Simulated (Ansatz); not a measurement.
# NiO (F-43m) in Ansatz: equation of state

How stiff is NiO in PBE, and what volume does it want? The cell is scaled to several volumes.

All numbers are computed with Ansatz 0.2.0; they aren't measurements. Logs are shortened: lines on timing, memory, paths and dates and some standing lists are left out, and cuts for length are marked.

### Step 1. The crystal as given

It takes space group F-43m (No. 216, cubic). Conventional cell: a = 4.481 Å, b = 4.481 Å, c = 4.481 Å, α = 90.00°, β = 90.00°, γ = 90.00°. Ni (site symmetry -43m) has 4 O at 1.94 Å as nearest neighbours. O (site symmetry -43m) has 4 Ni at 1.94 Å as nearest neighbours.

The cell was built by a generator and needn't be a form met in nature.

### Step 2. Single point, PBE, collinear spin, ferromagnetic start, 10.57 Å³/atom (volume scaled by 0.94)

Input file input.yaml:

```yaml
crystal:
  lattice:
    - [0.0, 2.1948900228, 2.1948900228]
    - [2.1948900228, 0.0, 2.1948900228]
    - [2.1948900228, 2.1948900228, 0.0]
  atoms:
    - { symbol: Ni, position: [0.0, 0.0, 0.0], spin: 1.0 }
    - { symbol: O, position: [0.75, 0.75, 0.75] }
hamiltonian:
  xc: pbe
  pseudopotentials: { kind: paw }
magnetization:
  spin_polarized: true
kpoints:
  mp_grid: { grid: [10, 10, 10] }
scf:
  occupations: { method: fermi_dirac, width: 0.05 }
output:
  forces: true
  stress: true
  eigenvalues: true
  write_density: true
  write_potential: true
  elf: true
  volumetric_format: npy
```

Potentials or basis: Ansatz PAW.

Launch:

```sh
$ ansatz run input.yaml --threads 2 --pin off --max-ram 5632MiB --backend cpu --events-out ev --progress --plain --runs-dir out
```

Standard output:

```text
Warning: RAYON_NUM_THREADS=2 ignored (pool sized by the plan → 2); use --threads N
Engine: ansatz 0.2.0, x86_64-unknown-linux-gnu
Pseudopotentials: kind: paw
Pseudopotential: Ni, paw, valence charge 18, recommended cutoff 420 eV (normal), Ni.paw.azcp
Pseudopotential: O, paw, valence charge 6, recommended cutoff 420 eV (normal), O.paw.azcp
Functional definition: PBE
  parameter kappa = 0.804
  parameter beta = 0.06672455060314922
  exchange = pbe_x(kappa = kappa, mu = beta*pi^2/3)
  correlation = pbe_c(beta = beta)
Crystal: 2 atoms, lattice volume = 21.148 Å³
Basis set: ecut = 420 eV, 411 PW (Γ), exchange–correlation on 48×48×48 points (8 copies of the dense FFT grid, shifted against one another)
Bands: 17, of which v1, the nominal top of the filled ones, is band 12 counted from 1 (11 counted from 0)
Symmetry: 24 space group operations
Space group: F-43m (ITA 216), of the structure as read, at distance tolerance 2.8e-5 Å
Magnetic group: BNS 216.74 (UNI 1576), of the structure as read, at distance tolerance 2.8e-5 Å
k-points: 47 of 1000 (time reversal used)
Non-local potential: Ni, projectors of the file, l = 0: 3, l = 1: 2, l = 2: 3, l = 3: 1
Non-local potential: O, projectors of the file, l = 0: 2, l = 1: 2, l = 2: 1
PAW form: soft (Blöchl's): semilocal exchange-correlation on the pseudo side does not see the compensation charge
PAW one-centre angular grid: Ni, 590 points (default); XC on 64 Gauss nodes
PAW one-centre angular grid: O, 110 points (default); XC on 64 Gauss nodes
Initial density: superposition of atomic densities (chi_scale 0.1, normalization cell, long waves kept (reshape's long-wave potential 0.00 eV rms))
Starting moments: Σ|m| = 1 μB on 1 of 2 sites
Initial wavefunctions: pseudopotential atomic-orbital guess
Functional: x = pbe(κ = 0.804, μ = 0.2195149727645171), c = pbe(β = 0.06672455060314922)
SCF iter   1: F=—  HF=-6404.507473 eV  |F-HF|=—  |Δ(HF+E_count)|=         —  Δρ=1.25e-1 (↑7.19e-2 ↓1.25e-1)  dr2=5.88e0  dr2_m=1.49e-1  M=0.815 μB ∫|m|=0.815 μB  β_m=0.30  ethr=3.10e-3  ⟨swp⟩=5.7  Hψ=7208  notcnv=0
Mixer restart at iter 1: flushing history
preconditioner: auto → none  [metal: Δε(μ)=0.010 eV  Ē_g=13.832 eV  σ=0.050 eV  W_gap=0.05  n_scr=8 (ndim 8)  ℏωp=32.3 eV  f_vac=0.000  D(μ)=2.99/eV (n_scr^D=58)  sad-step TF]
SCF iter   2: F=—  HF=-6405.293101 eV  |F-HF|=—  |Δ(HF+E_count)|=   7.86e-1  Δρ=6.23e-2 (↑6.23e-2 ↓3.85e-2)  dr2=6.84e-1  dr2_m=3.37e-1  M=1.384 μB ∫|m|=1.387 μB  β_m=0.33  ethr=3.10e-3  ⟨swp⟩=3.2  Hψ=4072  notcnv=0  defer=5
SCF iter   3: F=—  HF=-6405.623009 eV  |F-HF|=—  |Δ(HF+E_count)|=   3.30e-1  Δρ=5.12e-2 (↑4.51e-2 ↓5.12e-2)  dr2=9.90e-2  dr2_m=4.02e-1  M=1.574 μB ∫|m|=1.580 μB  β_m=0.30  ethr=2.85e-3  ⟨swp⟩=2.0  Hψ=2770  notcnv=0  defer=8
SCF iter   4: F=—  HF=-6405.451403 eV  |F-HF|=—  |Δ(HF+E_count)|=         —  Δρ=2.24e-2 (↑2.20e-2 ↓2.24e-2)  dr2=1.91e-1  dr2_m=4.63e-2  M=1.471 μB ∫|m|=1.477 μB  β_m=0.67  ethr=4.12e-4  ⟨swp⟩=2.1  Hψ=2609  notcnv=0  defer=7
Mixer restart at iter 4: flushing history
SCF iter   5: F=—  HF=-6405.745251 eV  |F-HF|=—  |Δ(HF+E_count)|=   2.94e-1  Δρ=5.22e-2 (↑2.42e-2 ↓5.22e-2)  dr2=3.65e-1  dr2_m=1.92e-1  M=1.732 μB ∫|m|=1.744 μB  β_m=0.39  ethr=4.12e-4  ⟨swp⟩=3.2  Hψ=3526  notcnv=0  defer=7  recentre
SCF iter   6: F=—  HF=-6405.659766 eV  |F-HF|=—  |Δ(HF+E_count)|=   8.55e-2  Δρ=2.02e-2 (↑2.02e-2 ↓1.23e-2)  dr2=6.97e-2  dr2_m=3.44e-2  M=1.579 μB ∫|m|=1.588 μB  β_m=0.34  ethr=4.12e-4  ⟨swp⟩=3.8  Hψ=4264  notcnv=0  defer=12
SCF iter   7: F=—  HF=-6405.771453 eV  |F-HF|=—  |Δ(HF+E_count)|=   1.12e-1  Δρ=1.87e-2 (↑6.47e-3 ↓1.87e-2)  dr2=1.63e-2  dr2_m=2.91e-2  M=1.713 μB ∫|m|=1.727 μB  β_m=0.49  ethr=2.90e-4  ⟨swp⟩=2.4  Hψ=3390  notcnv=0  defer=12
SCF iter   8: F=—  HF=-6405.770071 eV  |F-HF|=—  |Δ(HF+E_count)|=   1.38e-3  Δρ=4.87e-3 (↑2.15e-3 ↓4.87e-3)  dr2=2.69e-3  dr2_m=2.03e-3  M=1.799 μB ∫|m|=1.818 μB  β_m=0.68  ethr=6.80e-5  ⟨swp⟩=2.3  Hψ=2967  notcnv=0  defer=12
SCF iter   9: F=—  HF=-6405.775831 eV  |F-HF|=—  |Δ(HF+E_count)|=   5.76e-3  Δρ=7.82e-4 (↑7.82e-4 ↓4.36e-4)  dr2=1.69e-4  dr2_m=4.37e-5  M=1.804 μB ∫|m|=1.823 μB  β_m=0.84  ethr=1.12e-5  ⟨swp⟩=2.1  Hψ=2299  notcnv=0  defer=12
SCF iter  10: F=—  HF=-6405.776531 eV  |F-HF|=—  |Δ(HF+E_count)|=   7.00e-4  Δρ=1.81e-4 (↑1.81e-4 ↓7.89e-5)  dr2=1.24e-5  dr2_m=9.85e-7  M=1.800 μB ∫|m|=1.819 μB  β_m=0.92  ethr=7.03e-7  ⟨swp⟩=2.0  Hψ=2333  notcnv=0  defer=12
SCF iter  11: F=—  HF=-6405.776576 eV  |F-HF|=—  |Δ(HF+E_count)|=   4.51e-5  Δρ=1.03e-4 (↑4.72e-5 ↓1.03e-4)  dr2=1.87e-6  dr2_m=7.19e-7  M=1.800 μB ∫|m|=1.819 μB  β_m=0.96  ethr=5.17e-8  ⟨swp⟩=2.0  Hψ=2323  notcnv=0  defer=12
SCF iter  12: F=—  HF=-6405.776577 eV  |F-HF|=—  |Δ(HF+E_count)|=   2.15e-7  Δρ=2.28e-5 (↑1.00e-5 ↓2.28e-5)  dr2=7.09e-8  dr2_m=4.04e-8  M=1.800 μB ∫|m|=1.819 μB  β_m=0.98  ethr=7.79e-9  ⟨swp⟩=2.2  Hψ=2135  notcnv=0  defer=12
SCF iter  13: F=—  HF=-6405.776577 eV  |F-HF|=—  |Δ(HF+E_count)|=  8.18e-10  Δρ=2.97e-6 (↑1.59e-6 ↓2.97e-6)  dr2=4.83e-10  dr2_m=9.59e-10  M=1.800 μB ∫|m|=1.819 μB  β_m=0.95  ethr=2.95e-10  ⟨swp⟩=2.1  Hψ=2313  notcnv=0  defer=12
SCF iter  14: F=-6405.776577 eV  HF=-6405.776577 eV  |F-HF|=1.73e-11  |Δ(HF+E_count)|=  9.91e-11  Δρ=3.47e-7 (↑8.77e-8 ↓3.47e-7)  dr2=1.92e-11  dr2_m=6.43e-12  M=1.800 μB ∫|m|=1.819 μB  ethr=2.01e-12  ⟨swp⟩=4.1  Hψ=7245  notcnv=0
SCF 1 converged in 14 iterations: F = -6405.776577 eV  dr2 = 1.92e-11
SCF converged after 14 iterations
Magnetization: 1.8003 μB (12.9002 up, 11.0998 down)
Absolute magnetization: 1.8193 μB (∫|ρ↑−ρ↓|, with the PAW one-centre terms)
Spin contamination: 0.0063 ħ² per cell (⟨S²⟩ above its minimum at these occupations)
Per-site moments (μB) at R_I (Å): [(1.3644466711236707, 0.7840925887813449), (0.3361337852548679, 0.7840925887813449)]
Free energy (F): -6405.776577 eV
Harris-Foulkes:  -6405.776577 eV  (|F-HF|=1.73e-11)
Internal energy: -6405.760220 eV  (E = F + TS)
E sigma→0 (E₀):  -6405.768398 eV
Entropy (-TS):   -0.016356 eV (-8.178 meV/atom)
Fermi energy:    12.019986 eV
--- Per-component energies (eV) ---
  E_band       = -391.949333
  E_kinetic    = 452.395590
  E_local      = -4450.708379  (includes V_loc(G=0)·N_el)
  E_nonlocal   = 689.193972
  E_hartree    = 1839.840537
  E_xc         = -156.292696
  E_vxc        = -200.487018  (∫ρ·V_xc dr)
  E_paw        = -1788.969274  (= ΣΔE_a)
  E_vpaw       = -562.027061  (= ΣTr[D̂ρ^β])
  E_aug_tail   = 0.002800  (compensation charges beyond the density's cutoff)
  E_ewald      = -2991.222771
  E_smearing   = -0.016356  (= −TS)
  E_closure    = 0.000000  (closes the sum)
  Σ components = -6405.776577   (vs F -6405.776577, Δ=0.00e0)
--- Forces (eV/Å), atoms counted from 1 ---
  atom   1  Ni     0.00000000    -0.00000000     0.00000000
  atom   2  O     -0.00000000     0.00000000     0.00000000
  max |Σ_I F_I| component: 8.33e-17 eV/Å
--- Stress (GPa, compression-positive) ---
       10.078467      -0.000000       0.000000
        0.000000      10.078467      -0.000000
        0.000000      -0.000000      10.078467
  P = ⅓ Tr σ = 10.0785 GPa (100.785 kbar)
--- Band table (eV; the first three rows and the last of 94) ---
  k-point 0 ↑: bands = ["-92.5922", "-52.9708", "-52.9708", "-52.9708", "-8.4949", "5.5894", "5.5894", "5.5894", "9.5134", "9.5134", "12.3291", "12.3291", "12.3291", "12.4783", "26.6983", "26.6983", "26.6983"]
  k-point 1 ↑: bands = ["-92.5921", "-52.9725", "-52.9710", "-52.9710", "-8.4271", "5.4309", "5.6280", "5.6280", "9.4930", "9.4930", "11.8468", "12.2649", "12.2649", "13.1535", "25.6790", "26.7979", "26.7979"]
  k-point 2 ↑: bands = ["-92.5917", "-52.9770", "-52.9718", "-52.9718", "-8.2463", "5.0908", "5.7259", "5.7259", "9.4611", "9.4611", "11.1648", "12.0811", "12.0811", "14.3158", "23.7423", "26.8814", "26.8814"]
  k-point 46 ↓: bands = ["-90.8372", "-51.2799", "-51.2752", "-51.2716", "-6.9179", "5.5419", "6.4131", "7.1011", "10.1562", "10.6564", "10.9932", "11.7555", "12.3248", "19.5605", "23.0277", "23.1398", "24.6478"]
```

It took 3.7 s on 2 threads of Intel Xeon Platinum 8375C at 2.90GHz (Ice Lake), shared host; peak memory 0.37 GiB.

What came out:

| Quantity | Value |
| --- | --- |
| Free energy | -6405.7766 eV |
| Pressure | 10.1 GPa |
| Band gap on the k mesh | none (metal or under the smearing width) |
| Net moment | 1.80 μB per cell |
| Absolute moment | 1.82 μB per cell |
| Site moments | Ni +1.36; O +0.34 μB |

Caveat: the pressure holds a Pulay correction of +0.7 GPa for the finite cutoff; a cell with one magnetic atom can't hold antiferromagnetic order, which such compounds often take; semilocal functionals often make such compounds metallic where correlation or magnetic order opens a gap, which also shifts bond lengths.

### Step 3. Single point, PBE, collinear spin, ferromagnetic start, 10.80 Å³/atom (volume scaled by 0.96)

Changes to input.yaml since step 2:

```diff
@@ -2,5 +2,5 @@
   lattice:
-    - [0.0, 2.1948900228, 2.1948900228]
-    - [2.1948900228, 0.0, 2.1948900228]
-    - [2.1948900228, 2.1948900228, 0.0]
+    - [0.0, 2.210347504, 2.210347504]
+    - [2.210347504, 0.0, 2.210347504]
+    - [2.210347504, 2.210347504, 0.0]
   atoms:
@@ -21,5 +21 @@
   eigenvalues: true
-  write_density: true
-  write_potential: true
-  elf: true
-  volumetric_format: npy
```

Potentials or basis: Ansatz PAW.

Launch:

```sh
$ ansatz run input.yaml --threads 2 --pin off --max-ram 5632MiB --backend cpu --events-out ev --progress --plain --runs-dir out
```

Wall time 3.1 s (2 threads of Intel Xeon Platinum 8375C at 2.90GHz (Ice Lake), shared host); peak memory 0.36 GiB.

Results (log left out):

```yaml
Free_energy: -6405.7998 eV
Pressure: 6.5 GPa
Band_gap_on_the_k_mesh: none (metal or under the smearing width)
Net_moment: 1.86 μB per cell
Absolute_moment: 1.88 μB per cell
Site_moments: Ni +1.41; O +0.35 μB
```

Caveat: the pressure holds a Pulay correction of +0.6 GPa for the finite cutoff; a cell with one magnetic atom can't hold antiferromagnetic order, which such compounds often take; semilocal functionals often make such compounds metallic where correlation or magnetic order opens a gap, which also shifts bond lengths.

[end of part 1 of 2]
